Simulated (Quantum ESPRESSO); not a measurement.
Crystal: AlN.

```
CELL_PARAMETERS angstrom
3.11300 0.00000 0.00000
-1.55650 2.69594 0.00000
0.00000 0.00000 4.98100
ATOMIC_POSITIONS crystal
Al 0.66667 0.33333 0.50000
Al 0.33333 0.66667 0.00000
N 0.66667 0.33333 0.88000
N 0.33333 0.66667 0.38000
```

Base run:

```yaml
Program: Quantum ESPRESSO 7.5
Functional: PBE
Potentials_or_basis: GBRV 1.5 PBE
Cutoff: 612 eV
Density_cutoff: 4898 eV
k_mesh: 10 × 10 × 6
Occupations: fermi-dirac, width 0.05 eV
Spin: no spin polarisation
```

Its results: band gap on the k mesh 4.20 eV, direct; pressure 4.2 GPa; largest force 0.126 eV/Å.

Q: The run is repeated on the same cell with these changes: potentials or basis from GBRV 1.5 PBE to PseudoDojo 0.5 SR PBE standard; cutoff from 612 eV to 1143 eV; density cutoff from 4898 eV to 4572 eV. What comes out?

A: Band gap on the k mesh 4.22 eV, direct; pressure 3.4 GPa; largest force 0.131 eV/Å.

Caveats: some levels on the path didn't converge (some runs).
